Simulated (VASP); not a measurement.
# Results of a VASP single-point calculation on GaN (strained zincblende)

POSCAR

```
Ga N
 1.0000000000000000
     0.0000000000000000    2.3164211173000000    2.3164211173000000
     2.3164211173000000    0.0000000000000000    2.3164211173000000
     2.3164211173000000    2.3164211173000000    0.0000000000000000
 Ga  N
   1   1
Cartesian
  0.0000000000000000  0.0000000000000000  0.0000000000000000
  1.1582105586500000  1.1582105586500000  1.1582105586500000
```

| Property | Result |
| --- | --- |
| gap between bands v and c | 1.57 eV |
| least direct gap | 1.57 eV |

Band v is the last that the valence electrons fill when counted band by band, and c is the next. Levels in eV from the top of v:

```json
{"point": "Γ", "v−1": "0.00", "v": "0.00", "c": "1.57", "c+1": "10.46"}
{"point": "X", "v−1": "-2.50", "v": "-2.50", "c": "3.73", "c+1": "6.72"}
{"point": "K", "v−1": "-3.92", "v": "-2.01", "c": "5.30", "c+1": "7.84"}
{"point": "L", "v−1": "-0.90", "v": "-0.90", "c": "4.58", "c+1": "8.99"}
{"point": "W", "v−1": "-3.44", "v": "-3.31", "c": "6.54", "c+1": "8.25"}
```

Question: Which of these levels of theory gave these results?
A. LDA
B. HSE06
C. PBEsol
D. r²SCAN
E. PBE with spin–orbit coupling
F. PBE
G. PBE0

Answer: D.

The INCAR was:

```
SIGMA = 0.01
LASPH = .TRUE.
LCHARG = .FALSE.
ISMEAR = 0
NSW = 0
ALGO = Normal
METAGGA = R2SCAN
NELM = 120
LREAL = .FALSE.
ENCUT = 520
EDIFF = 1E-7
ISIF = 2
LWAVE = .FALSE.
IBRION = -1
NBANDS = 16
PREC = Accurate
```
